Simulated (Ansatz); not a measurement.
## What a trial cell of Te relaxes into

All numbers below come from Ansatz 0.2.0, DFT PBEsol, scalar-relativistic, plane waves, PAW. Cutoff 420 eV, Γ-centred k mesh, Gaussian smearing, no spin polarisation in the final step.

Te was placed on the black phosphorus structure type (Cmce, No. 64), at a guessed volume.

```yaml
crystal:
  lattice:
    - [2.02552, -6.42537, 0.00000]
    - [2.02552, 6.42537, 0.00000]
    - [0.00000, 0.00000, 5.36059]
  atoms:
    - { symbol: Te, position: [0.09800, 0.90200, 0.91000] }
    - { symbol: Te, position: [0.59800, 0.40200, 0.59000] }
    - { symbol: Te, position: [0.90200, 0.09800, 0.09000] }
    - { symbol: Te, position: [0.40200, 0.59800, 0.41000] }
```

Cell and atoms relax at zero pressure; the relaxation can't lower the symmetry of the start. After a coarse first stage the cell is made exact in the group found at 0.06 Å.

Energies count from the standard state of Te at the same level.

Task: Describe the relaxed structure.

Result: It ends in Fmmm (No. 69). Conventional cell: a = 4.159 Å, b = 4.678 Å, c = 12.183 Å. Te is coordinated by 5 Te at 3.04–3.13 Å.

```
Te
1.0
     0.00000    2.33923    6.09132
     2.07927    0.00000    6.09132
     2.07927    2.33923    0.00000
Te
2
Cartesian
  2.0793 2.3392 10.6635
  2.0793 2.3392 1.5191
```

Task: What are its volume, energy, density and gap?

Result: The volume per atom is 29.63 Å³. The density is 7.15 g/cm³ and the energy over the standard structure is 0.10 eV/atom. The gap on the 18×18×18 mesh is 0 eV (a metal).

The final run used a 18×18×18 mesh on its 2-atom cell and 0.10 eV smearing. For metals, differences of a few meV/atom aren't resolved. Spin–orbit coupling is left out. A structure relaxed within its symmetry needn't be a true minimum.